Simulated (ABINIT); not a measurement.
Runs of ABINIT 10.8.3 (patched build) on Rh. The structure is cubic, space group Fm-3m (No. 225). The conventional cell has a = 3.796 Å, b = 3.796 Å, c = 3.796 Å, α = 90.00°, β = 90.00°, γ = 90.00°. Around Rh (site symmetry m-3m) lie 12 Rh at 2.68 Å. 

| task | level | spin | dispersion computed by | gap on the mesh (eV) | pressure (GPa) | V0 of scaled cells (Å³/atom) | B0 (GPa) |
| --- | --- | --- | --- | --- | --- | --- | --- |
| equation of state | HCTH407 | off | - | - | - | 13.75 | (b) |
| equation of state | BP86+D4 | off | dftd4 4.3.1 | - | - | 13.29 | (a) |
| band structure | BP86 | SOC, no magnetisation | - | none | 9.4 | - | - |
| band structure | revPBE | off | - | none | 10.5 | - | - |

Alike in all rows: potentials or basis JTH PAW PBE v2.0; cell as given; k mesh 12 × 12 × 12; cutoff (eV) 544; smearing fermi-dirac 0.05 eV.

Task: Fill in the values left out.

Result: (a) 305; (b) 252.

Caveats: the PAW data sets were made with another functional, which shifts forces and pressure a little; pressures at fixed basis lie under the slope of the energies (some runs).

A k mesh can miss the band edges, and rows without SOC leave out spin-orbit coupling on Rh.

A gap of «none» marks a metal or a gap under the smearing width.
